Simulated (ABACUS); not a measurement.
Runs of ABACUS 3.10.1 on W. It takes space group Im-3m (No. 229, cubic). Conventional cell: a = 3.165 Å, b = 3.165 Å, c = 3.165 Å, α = 90.00°, β = 90.00°, γ = 90.00°. W (site symmetry m-3m) has 8 W at 2.74 Å as nearest neighbours. 

```tsv
task	level	potentials or basis	cell	k mesh	cutoff (eV)	max steps of the relaxation	force threshold	optimiser	stress threshold	SCF threshold on the density	gap on the mesh (eV)	pressure (GPa)	relaxed volume (Å³/atom)
relaxation of cell and atoms	TM	SG15 ONCV 1.2 PBE, plane waves	relaxed	8 × 8 × 8	1170	60	0.005 eV/Å	cg	1 kbar	1e-08	none	-0.1	15.51
relaxation of cell and atoms	revPBE	PseudoDojo NC SR 0.4.1 PBE standard, plane waves	relaxed	10 × 10 × 10	1007	60	0.01 eV/Å	cg	0.2 kbar	1e-08	none	0.0	16.28
single point	WC	PseudoDojo NC SR 0.5 PBE stringent, plane waves	as given	10 × 10 × 10	1007	-	-	-	-	1e-08	none	-0.4	-
single point	TPSS	SG15 ONCV 1.2 PBE, plane waves	as given	8 × 8 × 8	1170	-	-	-	-	1e-08	none	(a)	-
```

Alike in all rows: no spin polarisation; smearing fermi-dirac 0.05 eV.

**Question.** Estimate the missing entries.

**Answer.** (a) 1.3.

Caveats: the potentials were made for another functional, which shifts forces and pressure.

A k mesh can miss the band edges, and the runs leave out spin-orbit coupling on W.

A gap of «none» marks a metal or a gap under the smearing width.

Not every run made on this cell is shown here.
